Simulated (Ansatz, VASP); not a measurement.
**One calculation of BN, two programs**

```
CELL_PARAMETERS angstrom
2.52269 0.00000 0.00000
-1.26135 2.18472 0.00000
0.00000 0.00000 4.17433
ATOMIC_POSITIONS crystal
B 0.33333 0.66667 0.99980
B 0.66667 0.33333 0.49980
N 0.33333 0.66667 0.37420
N 0.66667 0.33333 0.87420
```

Alike in both runs: task single point; functional LDA; k mesh 9 × 9 × 6; no spin polarisation.

|  | VASP | Ansatz |
| --- | --- | --- |
| version | VASP 6.6.1 | Ansatz 0.2.0 |
| potentials or method | VASP PAW LDA potentials, release 64 (B, N) | scalar-relativistic, plane waves, PAW |
| plane-wave cutoff (eV) | 520 | 420 |
| occupations | gaussian, width 0.01 eV | fixed |
| valence electrons in the cell | 16 | 16 |

Ansatz gave:

```
gap on the k mesh at the Fermi level (eV) : 4.92
least direct gap on the mesh (eV)         : 8.29
```

Q: Estimate VASP's values.

A: gap on the k mesh at the Fermi level (eV): 4.90; least direct gap on the mesh (eV): 8.28.

Ansatz warned: «pseudo_functional_mismatch».

Caveats: an odd mesh through Γ misses points on the zone boundary, where band edges often lie. As with any semilocal functional, this LDA gap is likely too small.
